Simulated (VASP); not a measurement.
A run of VASP 6.6.1 is set up as follows.

The input POSCAR:

```
KCl
1.0
    0.0000000000      3.1448482518      3.2741015149
    3.1448482518      0.0000000000      3.2741015149
    3.1448482518      3.1448482518      0.0000000000
K Cl
1 1
Direct
    0.0000000000      0.0000000000      0.0000000000
    0.5000000000      0.5000000000      0.5000000000
```

INCAR.step1

```
SYSTEM = KCl
ALGO     = Normal         ! electronic algorithm
EDIFF    = 1E-4           ! SCF threshold, eV
ENCUT    = 520            ! plane-wave cutoff, eV
GGA      = PE             ! functional
ISMEAR   = 0              ! smearing method
LASPH    = .True.         ! aspherical terms in the spheres
LCHARG   = .False.        ! write CHGCAR
LREAL    = .False.        ! projectors in reciprocal space
LWAVE    = .True.         ! write WAVECAR
NBANDS   = 15             ! bands
NELM     = 100            ! most SCF steps
PREC     = Accurate       ! precision mode
SIGMA    = 0.01           ! smearing width, eV
```

Contents of INCAR.step2:

```
SYSTEM = KCl
ALGO     = Normal         ! electronic algorithm
EDIFF    = 1E-6           ! SCF threshold, eV
ENCUT    = 520            ! plane-wave cutoff, eV
ISIF     = 2              ! what is computed and relaxed
ISMEAR   = 0              ! smearing method
ISTART   = 1            
LASPH    = .True.         ! aspherical terms in the spheres
LCHARG   = .False.        ! write CHGCAR
LMIXTAU  = .True.       
LREAL    = .False.        ! projectors in reciprocal space
LWAVE    = .False.        ! write WAVECAR
METAGGA  = R2SCAN         ! meta-GGA
NBANDS   = 15             ! bands
NELM     = 100            ! most SCF steps
PREC     = Accurate       ! precision mode
SIGMA    = 0.01           ! smearing width, eV
```

Contents of KPOINTS:

```
k-points
0
Gamma
  8 8 8
  0 0 0
```

Potentials or basis: VASP PAW PBE potentials, release 64 (K_sv, Cl).

Launch:

```console
$ cat potpaw_PBE.64/K_sv/POTCAR potpaw_PBE.64/Cl/POTCAR > POTCAR
$ cp INCAR.step1 INCAR
$ mpirun -np 1 vasp_std > vasp.out
$ cp INCAR.step2 INCAR
$ mpirun -np 1 vasp_std > vasp.out
```

What does it give for the band gap on the k mesh?

5.68 eV, direct.

What does it give for the pressure?

-0.6 GPa.

Stress tensor (GPa, compression positive):
```
-0.22  0.00  0.00
 0.00 -0.22  0.00
 0.00  0.00 -1.44
```

Caveat: the PAW data sets were made with another functional, which shifts forces and pressure a little. A k mesh can miss the band edges.
